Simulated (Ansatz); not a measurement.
## ZnS: pressure against volume

ZnS, P6_3mc, a = 3.807 Å, c = 6.246 Å. The compound has several low-lying forms, and this is one of them. Ansatz: r2SCAN, PAW, 500 eV, Γ-centred 6×6×4 mesh on 4 atoms, Gaussian smearing 0.02 eV; no spin polarisation. Shape and atoms are relaxed at each volume; pressure is positive in compression.

```
V (Å³/atom) P (GPa)
     18.420     5.50
     19.008     2.52
     19.596    -0.02
     20.183        ?
     20.771    -4.04
```

Task: Take V0 = 19.596 Å³/atom, count pressures from its P0 = -0.02 GPa, fit the third-order Birch–Murnaghan form to the other rows, and predict the missing pressure.

Result: With the Eulerian strain f = ½[(V0/V)^(2/3) − 1] and y = (P − P0)/[3f(1 + 2f)^(5/2)], the form is the line y = B0 + 1.5 B0 (B0′ − 4) f. Rows (f, y): 0.02106, 78.8; 0.01026, 78.4; -0.01904, 77.6. Means f = 0.004093, y = 78.267; Σ(Δf)² = 0.0008610, ΣΔfΔy = 0.02529; the slope is their ratio. y = 78.15 + 29.38 f GPa, so B0 = 78.2 GPa and B0′ = 4 + 2 × (29.38)/(3 × 78.15) = 4.25. At V = 20.183, f = -0.00974, y = 77.86 and P = -2.19 GPa. The run gave -2.19 GPa, the same to the digits shown.